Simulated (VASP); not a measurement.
# HfH2 (I4/mmm) in VASP: a series of runs, part 2 of 2

VASP 6.6.1.

## Step 3: Electric field gradients, LDA

INCAR reads:

```
PREC = Accurate
ENCUT = 520
EDIFF = 1E-8
ISMEAR = -1
SIGMA = 0.03
LREAL = F
LASPH = T
NELM = 100
ALGO = Normal
ISIF = 2
LWAVE = F
LCHARG = F
LEFG = T
NBANDS = 13
```

KPOINTS reads:

```
regular mesh
0
Gamma
  15 15 15
```

POSCAR reads:

```
HfH2
1.0
   -1.7307056792      1.7307056792      2.1447997069
    1.7307056792     -1.7307056792      2.1447997069
    1.7307056792      1.7307056792     -2.1447997069
Hf H
1 2
Direct
    0.0000000000      0.0000000000      0.0000000000
    0.2500000000      0.7500000000      0.5000000000
    0.7500000000      0.2500000000      0.5000000000
```

Potentials or basis: VASP PAW LDA potentials, release 64 (Hf_pv, H).

The run is started by

```sh
> cat potpaw_LDA.64/Hf_pv/POTCAR potpaw_LDA.64/H/POTCAR > POTCAR
> mpirun -np 1 vasp_std > vasp.out
```

OUTCAR:

```text
PREC = Accurate
   ENCUT = 520
   EDIFF = 1E-8
   ISMEAR = -1
   LREAL = F
   LASPH = T
   NELM = 100
   ISIF = 2

 ion  position               nearest neighbor table
   1  0.000  0.000  0.000-   2 2.04   3 2.04   2 2.04   3 2.04   3 2.04   2 2.04   3 2.04   2 2.04

   2  0.250  0.750  0.500-   1 2.04   1 2.04   1 2.04   1 2.04
   3  0.750  0.250  0.500-   1 2.04   1 2.04   1 2.04   1 2.04

  LATTYP: Found a body centered tetragonal cell.
 ALAT       =     3.4614113584
 C/A-ratio  =     1.2392631125

  Lattice vectors:

 A1 = (  -1.7307056792,   1.7307056792,   2.1447997069)
 A2 = (   1.7307056792,  -1.7307056792,   2.1447997069)
 A3 = (   1.7307056792,   1.7307056792,  -2.1447997069)

Analysis of symmetry for initial positions (statically):
=====================================================================
 Subroutine PRICEL returns:
 Original cell was already a primitive cell.

 Routine SETGRP: Setting up the symmetry group for a
 body centered tetragonal supercell.

 Subroutine GETGRP returns: Found 16 space group operations
 (whereof 16 operations were pure point group operations)
 out of a pool of 16 trial point group operations.

The static configuration has the point symmetry D_4h.

Analysis of symmetry for dynamics (positions and initial velocities):
=====================================================================
 Subroutine PRICEL returns:
 Original cell was already a primitive cell.

 Routine SETGRP: Setting up the symmetry group for a
 body centered tetragonal supercell.

 Subroutine GETGRP returns: Found 16 space group operations
 (whereof 16 operations were pure point group operations)
 out of a pool of 16 trial point group operations.

The dynamic configuration has the point symmetry D_4h.

 Subroutine INISYM returns: Found 16 space group operations
 (whereof 16 operations are pure point group operations),
 and found     1 'primitive' translations

----------------------------------------------------------------------------------------

                                     Primitive cell

  volume of cell :      25.6976

  direct lattice vectors                    reciprocal lattice vectors
    -1.730705679  1.730705679  2.144799707     0.000000000  0.288899497  0.233122001
     1.730705679 -1.730705679  2.144799707     0.288899497  0.000000000  0.233122001
     1.730705679  1.730705679 -2.144799707     0.288899497  0.288899497  0.000000000

  length of vectors
     3.254358628  3.254358628  3.254358628     0.371226059  0.371226059  0.408565587

  position of ions in fractional coordinates (direct lattice)
     0.000000000  0.000000000  0.000000000
     0.250000000  0.750000000  0.500000000
     0.750000000  0.250000000  0.500000000

  ion indices of the primitive-cell ions
   primitive index   ion index
                 1           1
                 2           2
                 3           3

[... 88 lines left out ...]
   IALGO  =     38    algorithm
   IMIX   =      4    mixing-type and parameters
     AMIX     =   0.40;   BMIX     =  1.00
     AMIX_MAG =   1.60;   BMIX_MAG =  1.00
  volume/ion in A,a.u.               =       8.57        57.81
  Fermi-wavevector in a.u.,A,eV,Ry     =   1.270099  2.400139 21.948253  1.613151
  Thomas-Fermi vector in A             =   2.403104
   LORBIT       =      0    0 simple, 1 ext, 2 COOP (PROOUT), +10 PAW based schemes
   GGA     = CA    functional components
   LHFCALC =     F    Hartree Fock is set to
   AEXX    =    0.0000 exact exchange contribution
   IVDW    =     0    specifies the selected vdW correction
   LEPSILON=     F    determine dielectric tensor
   LRPA    =     F    only Hartree local field effects (RPA)
 non-spin polarized calculation
  energy-cutoff  :      520.00
  volume of cell :       25.70
 maximum number of plane-waves:       720
   NGX = 13   NGY = 13   NGZ = 13

 number of electron      12.0000000 magnetization

 Free energy of the ion-electron system (eV)
  ---------------------------------------------------
  ext. energy  EPLUGINS =         0.00000000
  ---------------------------------------------------
  free energy    TOTEN  =       -19.48587963 eV

  energy without entropy =      -19.48431605  energy(sigma->0) =      -19.48509784

 E-fermi :   5.4024     XC(G=0): -11.7234

 val. band max:        5.3881022613   @ k =  -0.1333   0.1333   0.0667
 cond. band min:       5.4048778308   @ k =  -0.1333  -0.4000   0.1333
 fundamental gap:      0.0167755695
 Fermi energy:         5.4023810283

 k-point     1 :       0.0000    0.0000    0.0000
  band No.  band energies     occupation
      1     -25.3163      2.00000
      2     -25.3163      2.00000
      3     -25.2545      2.00000
      4      -5.9115      2.00000
      5       4.2880      2.00000
      6       4.8804      2.00000
      7       4.8804      2.00000
      8       5.7417      0.00002
      9       7.1815      0.00000
     10       8.6293      0.00000
     11      17.0267      0.00000
     12      17.2398      0.00000
     13      17.3497      0.00000
[... 354 lines left out ...]
  band No.  band energies     occupation
      1     -25.6472      2.00000
      2     -25.4296      2.00000
      3     -25.3055      2.00000
      4      -3.9724      2.00000
      5       0.2535      2.00000
      6       4.9012      2.00000
      7       6.2353      0.00000
      8       7.3783      0.00000
      9       8.8246      0.00000
     10      11.2201      0.00000
     11      13.6499      0.00000
     12      16.4229      0.00000
     13      17.0733      0.00000

 [... further k-points ...]
[... 5 lines left out ...]
  --------------------------------------------------------------------------------------
  -------------------------------------------------------------------------------------
  Total       -0.7770647     -0.7770647     -0.8727307      0.0000000      0.0000000      0.0000000
  in kB      -48.4478595    -48.4478595    -54.4123718      0.0000000      0.0000000      0.0000000
  external PRESSURE =     -50.4360303 kB  Pullay stress =       0.0000000 kB

 VOLUME and BASIS-vectors are now :
 -----------------------------------------------------------------------------
  energy-cutoff  :      520.00
  volume of cell :       25.70
      direct lattice vectors                 reciprocal lattice vectors
    -1.730705679  1.730705679  2.144799707     0.000000000  0.288899497  0.233122001
     1.730705679 -1.730705679  2.144799707     0.288899497  0.000000000  0.233122001
     1.730705679  1.730705679 -2.144799707     0.288899497  0.288899497  0.000000000

 POSITION                                       TOTAL-FORCE (eV/Angst)
 -----------------------------------------------------------------------------------
      0.00000      0.00000      0.00000        -0.000000      0.000000      0.000000
      1.73071     -0.00000      1.07240         0.000000      0.000000     -0.000000
     -0.00000      1.73071      1.07240         0.000000     -0.000000     -0.000000
 -----------------------------------------------------------------------------------
    total drift:                                0.000000      0.000000      0.000000

  FREE ENERGIE OF THE ION-ELECTRON SYSTEM (eV)
  ---------------------------------------------------
  free  energy   TOTEN  =       -19.4858796315 eV

  energy  without entropy=      -19.4843160504  energy(sigma->0) =      -19.48509784

 Electric field gradients (V/A^2)
---------------------------------------------------------------------
 ion       V_xx      V_yy      V_zz      V_xy      V_xz      V_yz
---------------------------------------------------------------------
   1      14.324    14.324   -28.648     0.001     0.001     0.001
   2       0.112     0.112    -0.223     0.001     0.001     0.001
   3       0.112     0.112    -0.223     0.001     0.001     0.001
---------------------------------------------------------------------

 Electric field gradients after diagonalization (V/A^2)
 (convention: |V_zz| > |V_xx| > |V_yy|)
----------------------------------------------------------------------
 ion       V_xx      V_yy      V_zz     asymmetry (V_yy - V_xx)/ V_zz
----------------------------------------------------------------------
   1      14.325    14.324   -28.648       0.000
   2       0.113     0.110    -0.223       0.013
   3       0.113     0.110    -0.223       0.013
----------------------------------------------------------------------

           NMR quadrupolar parameters

 Cq : quadrupolar parameter    Cq=e*Q*V_zz/h
 eta: asymmetry parameters     (V_yy - V_xx)/ V_zz
 Q  : nuclear electric quadrupole moment in mb (millibarn)
----------------------------------------------------------------------
 ion       Cq(MHz)       eta       Q (mb)
----------------------------------------------------------------------
   1      -0.069       0.000       1.000
   2      -0.001       0.013       1.000
   3      -0.001       0.013       1.000
----------------------------------------------------------------------
```

Run time: 27 s. Hardware: 1 thread of Intel Xeon Platinum 8559C (Emerald Rapids), shared host; peak memory 0.21 GiB.

Results:

```yaml
Free_energy: -19.4859 eV
Pressure: -5.0 GPa
Band_gap_on_the_k_mesh: none (metal or under the smearing width)
```

Electric field gradients, principal values (V/Å²):
```
atom     Vxx     Vyy      Vzz
1 Hf  14.324  14.325  -28.648
 2 H   0.110   0.113   -0.223
 3 H   0.110   0.113   -0.223
```
